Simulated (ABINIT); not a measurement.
## PbSe (Clausthalite) in ABINIT: the effect of target pressure

Crystal: PbSe (Clausthalite).

```
CELL_PARAMETERS angstrom
0.00000 3.06065 3.06065
3.06065 0.00000 3.06065
3.06065 3.06065 0.00000
ATOMIC_POSITIONS crystal
Pb 0.00000 0.00000 0.00000
Se 0.50000 0.50000 0.50000
```

Alike in all runs:

| Quantity | Value |
| --- | --- |
| Program | ABINIT 10.8.3 (patched build) |
| Task | relaxation of cell and atoms |
| Functional | PBE |
| Potentials or basis | JTH PAW PBE v2.0 |
| Cutoff | 599 eV |
| k mesh | 8 × 8 × 8 |
| Occupations | fermi-dirac, width 0.05 eV |
| Spin | no spin polarisation |

Each run relaxes the cell or the atoms first.

**Question.** One run gave: relaxed volume 27.51 Å³/atom; gap on the mesh 0.14 eV. Which target pressure did it use?
A. 5 GPa
B. 20 GPa
C. 30 GPa
D. 10 GPa
E. 0 GPa

**Answer.** A.

```csv
target pressure,relaxed volume (Å³/atom),gap on the mesh (eV)
0 GPa,30.05,0.43
5 GPa,27.51,0.14
10 GPa,25.75,0.13
20 GPa,23.41,0.61
30 GPa,21.81,0.86
```

Caveats: spin-orbit coupling is left out, which as a rule narrows the gap of such compounds by several tenths of an eV; the volume moved by over 15 % at a fixed basis, so the end points are rough (some runs).

A k mesh can miss the band edges.
